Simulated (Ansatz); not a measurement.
## TiAl3 under changes of volume

One of the cells (15.634 Å³/atom); the others are scaled copies at fixed shape and fractional positions:

```xyz
4
Lattice="-1.9111 1.9111 4.2807 1.9111 -1.9111 4.2807 1.9111 1.9111 -4.2807" Properties=species:S:1:pos:R:3 pbc="T T T"
Ti    0.0000    0.0000    0.0000
Al    1.9111    0.0000    2.1403
Al    0.0000    1.9111    2.1403
Al    0.0000    0.0000    4.2807
```

The cell comes from a database or a generator and needn't be the stable form of this composition.

```yaml
Program: Ansatz 0.2.0
Functional: PBEsol
Potentials_or_basis: all-electron LAPW, scalar-relativistic
Cutoff: 196 eV (chosen from the basis error)
Basis_error_allowed: 0.002 eV/atom
k_mesh: 10 × 10 × 10
Occupations: fermi-dirac, width 0.05 eV
Spin: no spin polarisation
```

```tsv
volume (Å³/atom)	energy over the lowest point (meV/atom)	pressure (GPa)
14.696	18.06	7.1
15.009	6.98	4.3
15.322	1.13	1.8
15.634	0.00	-0.5
15.947	3.13	-2.6
16.260	10.11	-4.5
16.572	?	?
```

Q: What does the run at 16.572 Å³/atom give?

A: Energy over the lowest point 20.56 meV/atom; pressure -6.2 GPa.

Worked out: A Birch-Murnaghan fit of order 3 (a polynomial in V^(-2/3)) to the other rows has its minimum at 15.56 Å³/atom with B0 = V·E''(V) = 111 GPa and B' = 4.1 at fixed shape and positions, which overstates the stiffness. It gives 20.54 meV/atom at 16.572 Å³/atom, against the run's 20.56, and -dE/dV = -6.2 GPa, against -6.2.

Energies are extrapolated to zero smearing.
